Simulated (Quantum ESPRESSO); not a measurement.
# GaN (P6_3mc) in Quantum ESPRESSO: settings compared, part 2 of 2

Quantum ESPRESSO 7.5.

## (4) Single point, LDA, 11.08 Å³/atom

pw.in

```
&CONTROL
  calculation = 'scf'
  prefix = 'pwscf'
  outdir = './tmp'
  pseudo_dir = './pseudo'
  tprnfor = .true.
  tstress = .true.
  disk_io = 'nowf'
/
&SYSTEM
  ibrav = 0
  nat = 4
  ntyp = 2
  ecutwfc = 106
  nbnd = 36
  occupations = 'smearing'
  smearing = 'fd'
  degauss = 0.00367493
/
&ELECTRONS
  conv_thr = 8d-10
  electron_maxstep = 120
  mixing_beta = 0.5
/
ATOMIC_SPECIES
Ga    69.7230 Ga.upf
N     14.0070 N.upf
CELL_PARAMETERS angstrom
   3.1586570750    0.0000000000    0.0000000000
  -1.5793285375    2.7354772688    0.0000000000
   0.0000000000    0.0000000000    5.1313278144
ATOMIC_POSITIONS crystal
Ga     0.6666666667    0.3333333333    0.5000000000
Ga     0.3333333333    0.6666666667    0.0000000000
N      0.6666666667    0.3333333333    0.8750000000
N      0.3333333333    0.6666666667    0.3750000000
K_POINTS automatic
10 10 5 0 0 0
```

Started as:

```
$ OMP_NUM_THREADS=1 pw.x -in pw.in > pw.out
```

It took 74 s on 1 thread of Intel Xeon at 2.80GHz (Skylake/Cascade Lake), shared host; peak memory 0.2 GiB.

The run converged. Its results:

```
Free energy            : -14061.1150 eV
Pressure               : -2.1 GPa
Largest force          : 0.132 eV/Å
Band gap on the k mesh : 2.14 eV, direct
```

## (5) Single point, LDA, 11.31 Å³/atom

Edit pw.in of step 4 so:

```diff
@@ -28,5 +28,5 @@
 CELL_PARAMETERS angstrom
-   3.1586570750    0.0000000000    0.0000000000
-  -1.5793285375    2.7354772688    0.0000000000
-   0.0000000000    0.0000000000    5.1313278144
+   3.1800000000    0.0000000000    0.0000000000
+  -1.5900000000    2.7539607840    0.0000000000
+   0.0000000000    0.0000000000    5.1660000000
 ATOMIC_POSITIONS crystal
```

Started as:

```
$ OMP_NUM_THREADS=1 pw.x -in pw.in > pw.out
```

Wall time 80 s (1 thread of Intel Xeon at 2.80GHz (Skylake/Cascade Lake), shared host); peak memory 0.21 GiB.

It converged, with:

```yaml
Free_energy: -14061.1011 eV
Pressure: -5.9 GPa
Largest_force: 0.127 eV/Å
Band_gap_on_the_k_mesh: 2.00 eV, direct
```

## (6) Single point, LDA, 11.54 Å³/atom

Edit pw.in of step 5 so:

```diff
@@ -28,5 +28,5 @@
 CELL_PARAMETERS angstrom
-   3.1800000000    0.0000000000    0.0000000000
-  -1.5900000000    2.7539607840    0.0000000000
-   0.0000000000    0.0000000000    5.1660000000
+   3.2010602164    0.0000000000    0.0000000000
+  -1.6005301082    2.7721994664    0.0000000000
+   0.0000000000    0.0000000000    5.2002129176
 ATOMIC_POSITIONS crystal
```

Potentials or basis: PseudoDojo 0.4.1 SR LDA stringent.

Started as:

```
$ OMP_NUM_THREADS=1 pw.x -in pw.in > pw.out
```

Run time: 78 s. Hardware: 1 thread of Intel Xeon at 2.80GHz (Skylake/Cascade Lake), shared host; peak memory 0.21 GiB.

The run converged. Its results:

| Quantity | Value |
| --- | --- |
| Free energy | -14061.0665 eV |
| Pressure | -9.4 GPa |
| Largest force | 0.121 eV/Å |
| Band gap on the k mesh | 1.86 eV, direct |

## (7) Single point, LDA, 11.76 Å³/atom

Edit pw.in of step 6 so:

```diff
@@ -28,5 +28,5 @@
 CELL_PARAMETERS angstrom
-   3.2010602164    0.0000000000    0.0000000000
-  -1.6005301082    2.7721994664    0.0000000000
-   0.0000000000    0.0000000000    5.2002129176
+   3.2218469041    0.0000000000    0.0000000000
+  -1.6109234521    2.7902012661    0.0000000000
+   0.0000000000    0.0000000000    5.2339814801
 ATOMIC_POSITIONS crystal
```

Started as:

```
$ OMP_NUM_THREADS=1 pw.x -in pw.in > pw.out
```

It took 87 s on 1 thread of Intel Xeon at 2.80GHz (Skylake/Cascade Lake), shared host; peak memory 0.21 GiB.

Results (log left out):

- Free energy: -14061.0133 eV
- Pressure: -12.5 GPa
- Largest force: 0.116 eV/Å
- Band gap on the k mesh: 1.73 eV, direct

## (8) Single point, LDA, 11.99 Å³/atom

Edit pw.in of step 7 so:

```diff
@@ -28,5 +28,5 @@
 CELL_PARAMETERS angstrom
-   3.2218469041    0.0000000000    0.0000000000
-  -1.6109234521    2.7902012661    0.0000000000
-   0.0000000000    0.0000000000    5.2339814801
+   3.2423687753    0.0000000000    0.0000000000
+  -1.6211843877    2.8079737278    0.0000000000
+   0.0000000000    0.0000000000    5.2673198406
 ATOMIC_POSITIONS crystal
```

Started as:

```
$ OMP_NUM_THREADS=1 pw.x -in pw.in > pw.out
```

Run time: 1.8 min. Hardware: 1 thread of Intel Xeon at 2.80GHz (Skylake/Cascade Lake), shared host; peak memory 0.22 GiB.

The run converged. Its results:

| Property | Result |
| --- | --- |
| Free energy | -14060.9435 eV |
| Pressure | -15.2 GPa |
| Largest force | 0.111 eV/Å |
| Band gap on the k mesh | 1.60 eV, direct |

## (9) Equation of state, LDA

Potentials or basis: PseudoDojo 0.4.1 SR LDA stringent.

No new run: the results of the series are fitted here.

Results:

```yaml
Equilibrium_volume: 11.06 Å³/atom
Bulk_modulus_at_fixed_shape_and_positions: 203 GPa
Pressure_derivative_of_the_bulk_modulus: 4.4
```

Energy against volume, from the lowest point:
| volume (Å³/atom) | energy (meV/atom) |
| --- | --- |
| 10.632 | 11.11 |
| 10.858 | 2.35 |
| 11.084 | 0.00 |
| 11.310 | 3.47 |
| 11.537 | 12.13 |
| 11.763 | 25.43 |
| 11.989 | 42.88 |

Caveat: the cell was scaled at fixed shape and fractional positions, which overstates the stiffness of a crystal with free parameters, most of all of layers and chains.

## (10) Band structure, optB88-vdW (atoms moved at random, drawn with an rms of 0.02 Å)

pw.in

```
&CONTROL
  calculation = 'scf'
  prefix = 'pwscf'
  outdir = './tmp'
  pseudo_dir = './pseudo'
  tprnfor = .true.
  tstress = .true.
  disk_io = 'low'
/
&SYSTEM
  ibrav = 0
  nat = 4
  ntyp = 2
  ecutwfc = 114
  nbnd = 36
  input_dft = 'vdw-df-obk8'
  occupations = 'smearing'
  smearing = 'fd'
  degauss = 0.00367493
  nosym = .true.
/
&ELECTRONS
  conv_thr = 8d-10
  electron_maxstep = 120
  mixing_beta = 0.5
  mixing_mode = 'TF'
/
ATOMIC_SPECIES
Ga    69.7230 Ga.upf
N     14.0070 N.upf
CELL_PARAMETERS angstrom
   3.1800000000    0.0000000000    0.0000000000
  -1.5900000000    2.7539607840    0.0000000000
   0.0000000000    0.0000000000    5.1660000000
ATOMIC_POSITIONS crystal
Ga     0.6627790000    0.3315420000    0.4976370000
Ga     0.3304800000    0.6635290000    0.0012750000
N      0.6604480000    0.3344050000    0.8791860000
N      0.3361790000    0.6703580000    0.3732820000
K_POINTS automatic
4 4 2 0 0 0
```

bands.in

```
&CONTROL
  calculation = 'bands'
  prefix = 'pwscf'
  outdir = './tmp'
  pseudo_dir = './pseudo'
  disk_io = 'low'
  verbosity = 'high'
/
&SYSTEM
  ibrav = 0
  nat = 4
  ntyp = 2
  ecutwfc = 114
  nbnd = 36
  input_dft = 'vdw-df-obk8'
  occupations = 'smearing'
  smearing = 'fd'
  degauss = 0.00367493
  nosym = .true.
/
&ELECTRONS
  conv_thr = 1d-08
  electron_maxstep = 120
  mixing_beta = 0.5
  mixing_mode = 'TF'
  diago_full_acc = .true.
/
ATOMIC_SPECIES
Ga    69.7230 Ga.upf
N     14.0070 N.upf
CELL_PARAMETERS angstrom
   3.1800000000    0.0000000000    0.0000000000
  -1.5900000000    2.7539607840    0.0000000000
   0.0000000000    0.0000000000    5.1660000000
ATOMIC_POSITIONS crystal
Ga     0.6627790000    0.3315420000    0.4976370000
Ga     0.3304800000    0.6635290000    0.0012750000
N      0.6604480000    0.3344050000    0.8791860000
N      0.3361790000    0.6703580000    0.3732820000
K_POINTS crystal
60
 0.0000000000  0.0000000000  0.0000000000 1
 0.0714285714  0.0000000000  0.0000000000 1
 0.1428571429  0.0000000000  0.0000000000 1
 0.2142857143  0.0000000000  0.0000000000 1
 0.2857142857  0.0000000000  0.0000000000 1
 0.3571428571  0.0000000000  0.0000000000 1
 0.4285714286  0.0000000000  0.0000000000 1
 0.5000000000  0.0000000000  0.0000000000 1
 0.4583333333  0.0833333333  0.0000000000 1
 0.4166666667  0.1666666667  0.0000000000 1
 0.3750000000  0.2500000000  0.0000000000 1
 0.3333333333  0.3333333333  0.0000000000 1
 0.2962962963  0.2962962963  0.0000000000 1
 0.2592592593  0.2592592593  0.0000000000 1
 0.2222222222  0.2222222222  0.0000000000 1
 0.1851851852  0.1851851852  0.0000000000 1
 0.1481481481  0.1481481481  0.0000000000 1
 0.1111111111  0.1111111111  0.0000000000 1
 0.0740740741  0.0740740741  0.0000000000 1
 0.0370370370  0.0370370370  0.0000000000 1
 0.0000000000  0.0000000000  0.0000000000 1
 0.0000000000  0.0000000000  0.1250000000 1
 0.0000000000  0.0000000000  0.2500000000 1
 0.0000000000  0.0000000000  0.3750000000 1
 0.0000000000  0.0000000000  0.5000000000 1
 0.0625000000  0.0000000000  0.5000000000 1
 0.1250000000  0.0000000000  0.5000000000 1
 0.1875000000  0.0000000000  0.5000000000 1
 0.2500000000  0.0000000000  0.5000000000 1
 0.3125000000  0.0000000000  0.5000000000 1
 0.3750000000  0.0000000000  0.5000000000 1
 0.4375000000  0.0000000000  0.5000000000 1
 0.5000000000  0.0000000000  0.5000000000 1
 0.4666666667  0.0666666667  0.5000000000 1
 0.4333333333  0.1333333333  0.5000000000 1
 0.4000000000  0.2000000000  0.5000000000 1
 0.3666666667  0.2666666667  0.5000000000 1
 0.3333333333  0.3333333333  0.5000000000 1
 0.3030303030  0.3030303030  0.5000000000 1
 0.2727272727  0.2727272727  0.5000000000 1
 0.2424242424  0.2424242424  0.5000000000 1
 0.2121212121  0.2121212121  0.5000000000 1
 0.1818181818  0.1818181818  0.5000000000 1
 0.1515151515  0.1515151515  0.5000000000 1
 0.1212121212  0.1212121212  0.5000000000 1
 0.0909090909  0.0909090909  0.5000000000 1
 0.0606060606  0.0606060606  0.5000000000 1
 0.0303030303  0.0303030303  0.5000000000 1
 0.0000000000  0.0000000000  0.5000000000 1
 0.5000000000  0.0000000000  0.5000000000 1
 0.5000000000  0.0000000000  0.4000000000 1
 0.5000000000  0.0000000000  0.3000000000 1
 0.5000000000  0.0000000000  0.2000000000 1
 0.5000000000  0.0000000000  0.1000000000 1
 0.5000000000  0.0000000000  0.0000000000 1
 0.3333333333  0.3333333333  0.0000000000 1
 0.3333333333  0.3333333333  0.1250000000 1
 0.3333333333  0.3333333333  0.2500000000 1
 0.3333333333  0.3333333333  0.3750000000 1
 0.3333333333  0.3333333333  0.5000000000 1
```

Potentials or basis: PseudoDojo 0.4 SR PBEsol stringent.

Started as:

```
$ OMP_NUM_THREADS=1 pw.x -in pw.in > pw.out
$ OMP_NUM_THREADS=1 pw.x -in bands.in > bands.out
```

It took 5.2 min on 1 thread of AMD EPYC 7B13 (Zen 3), shared host; peak memory 0.27 GiB.

It converged, with:

| Item | Value |
| --- | --- |
| Free energy | -14081.3095 eV |
| Pressure | 5.5 GPa |
| Largest force | 0.488 eV/Å |
| Band gap on the k mesh | 1.99 eV, direct |
| Band gap along the path | 1.99 eV, direct |

Forces on the atoms (eV/Å):
```
Ga   0.132  0.190  0.303
Ga  -0.221  0.166 -0.330
N    0.252 -0.152 -0.385
N   -0.164 -0.204  0.412
```

Stress tensor (GPa, compression positive):
```
 5.05 -1.02 -0.13
-1.02  5.28  0.56
-0.13  0.56  6.24
```

Levels at the corners of the path, in eV from the valence-band top:
```
point  band 23  band 24  band 25  band 26  band 27  band 28  band 29  band 30
    Γ    -1.03    -0.06    -0.03     0.00     1.99     4.25     9.24     9.86
    M    -4.27    -2.80    -2.16    -1.03     5.07     5.58     5.99     8.60
    K    -5.30    -3.05    -2.95    -2.74     5.24     7.61     7.90     8.49
    Γ    -1.03    -0.06    -0.03     0.00     1.99     4.25     9.24     9.86
    A    -0.66    -0.59    -0.53    -0.45     4.25     4.32     8.31     8.75
    L    -2.06    -2.00    -1.92    -1.86     4.47     4.51     7.64     7.81
    H    -4.28    -4.15    -1.55    -1.45     6.33     6.61     7.31     7.49
    A    -0.66    -0.59    -0.53    -0.45     4.25     4.32     8.31     8.75
    L    -2.06    -2.00    -1.92    -1.86     4.47     4.51     7.64     7.81
    M    -4.27    -2.80    -2.16    -1.03     5.07     5.58     5.99     8.60
    K    -5.30    -3.05    -2.95    -2.74     5.24     7.61     7.90     8.49
    H    -4.28    -4.15    -1.55    -1.45     6.33     6.61     7.31     7.49
```

Caveat: the k mesh is coarse (spacing up to 0.61 Å⁻¹), so the values aren't converged; the potentials were made for another functional, which shifts forces and pressure.
